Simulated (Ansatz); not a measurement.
# BAs (rocksalt type): the cost of one run

Program: Ansatz 0.2.0. Level of theory: DFT, PBE, PAW with Ansatz's default frozen-core files, scalar-relativistic. These are calculated values, not measurements.

## (1) The starting structure

Symmetry: Fm-3m, No. 225, cubic system. Conventional cell: a = 4.309 Å, b = 4.309 Å, c = 4.309 Å, α = 90.00°, β = 90.00°, γ = 90.00°. Around B (site symmetry m-3m) lie 6 As at 2.15 Å. Around As (site symmetry m-3m) lie 6 B at 2.15 Å.

Coordinates:

```cif
data_structure
_symmetry_space_group_name_H-M 'P 1'
_symmetry_Int_Tables_number 1
_cell_length_a 3.0468
_cell_length_b 3.0468
_cell_length_c 3.0468
_cell_angle_alpha 60.000
_cell_angle_beta 60.000
_cell_angle_gamma 60.000
_cell_volume 20.00
loop_
_atom_site_label
_atom_site_type_symbol
_atom_site_fract_x
_atom_site_fract_y
_atom_site_fract_z
_atom_site_occupancy
B1 B 0.00000 0.00000 0.00000 1
As1 As 0.50000 0.50000 0.50000 1
```

Atoms are numbered in the order of the input: B1, As2.

## (2) Cell relaxed at zero pressure, PAW

Contents of input.yaml:

```yaml
crystal:
  lattice:
    - [0.0, 2.15443469, 2.15443469]
    - [2.15443469, 0.0, 2.15443469]
    - [2.15443469, 2.15443469, 0.0]
  atoms:
    - { symbol: B, position: [0.0, 0.0, 0.0] }
    - { symbol: As, position: [0.5, 0.5, 0.5] }
kpoints:
  mp_grid: { grid: [16, 16, 16] }
scf:
  occupations: { method: fermi_dirac, width: 0.1 }
hamiltonian:
  xc: pbe
  pseudopotentials: { kind: paw }
output:
  forces: true
  stress: true
  write_density: true
  write_potential: true
  elf: true
  volumetric_format: npy
relax:
  f_tol: 0.005
  max_steps: 40
  cell: {}
```

The run is started by

```console
> ansatz run input.yaml --threads 1 --pin off --max-ram 3584MiB --backend cpu --events-out ev --progress --plain --runs-dir out
```

**Question.** How long does this run take on 1 thread of Arm Neoverse V2, shared host, and how much memory does it need?

About 18 s, with a peak of 0.34 GiB.
